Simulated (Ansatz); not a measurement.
System: HfS2/HfS2 (1T bilayer).

The cell holds 6 atoms: 2 Hf and 4 S. Its edges and angles: a = 3.570 Å, b = 3.570 Å, c = 40.500 Å, α = 90.0°, β = 90.0°, γ = 120.0°. Regions: layer 1 (HfS2), 3 atoms (1 Hf and 2 S); layer 2 (HfS2), 3 atoms (1 Hf and 2 S). Vacuum lies along c.

```xyz
6
Lattice="3.5704 0.0000 0.0000 -1.7852 3.0920 0.0000 0.0000 0.0000 40.5000" Properties=species:S:1:pos:R:3
Hf    0.0000    0.0000   17.3778
S     0.0000    2.0614   18.8277
S     1.7852    1.0307   15.9253
Hf    0.0000    2.0614   23.1222
S     1.7852    1.0307   24.5747
S     0.0000    0.0000   21.6723
```

The structure was relaxed with PBEsol-D3(BJ). At the settings of the band run the largest force is still 0.08 eV/Å. The runs that relaxed it are not among those shown. Spin-orbit coupling is left out unless a run names it.

Gaps computed with Ansatz 0.2.0 without a self-energy: PBEsol 0.80 eV, PBEsol+SOC 0.73 eV and HSE06 1.69 eV.

Question: What gap should G0W0 on PBEsol give (6×6×1 mesh, 659 empty bands, screening to 75 eV, PAW set soft_1 files)?

About 1.78 eV: on its mesh the run moves the gap from 0.80 eV by +0.99 eV. Among the scalar-relativistic levels given, HSE06 is nearest (−0.09 eV). Spin-orbit coupling is not in that value; its −0.06 eV at the PBEsol level would bring it to about 1.72 eV. Bands and cutoff are finite, so the gap is not at the basis limit. The miss can reach some tenths of an eV and take either sign; the mesh is an error of its own. The mesh in the plane is coarse for a sheet; gap and any exciton binding can still move on denser ones. The many-body steps are scalar-relativistic: spin-orbit coupling is not in them.

[Paths, hosts, dates, memory and timing lines, banners, echoed tables and standing remarks are left out of the program output.]

[Logs are printed without paths, hosts, clocks, repeated set-up lines and the standing remarks that a program may print on its own settings, such as how far it seeks lower states.]

[Runs of the session that timed out or met a known fault of the program may be left out.]

[Cells called generated may have been cut or substituted from an entry of the Crystallography Open Database or the Materials Project.]

[Hosts, paths, dates, database ids (printed as entryN), source tags and the programs' standing remarks are cut or masked in the printed files.]
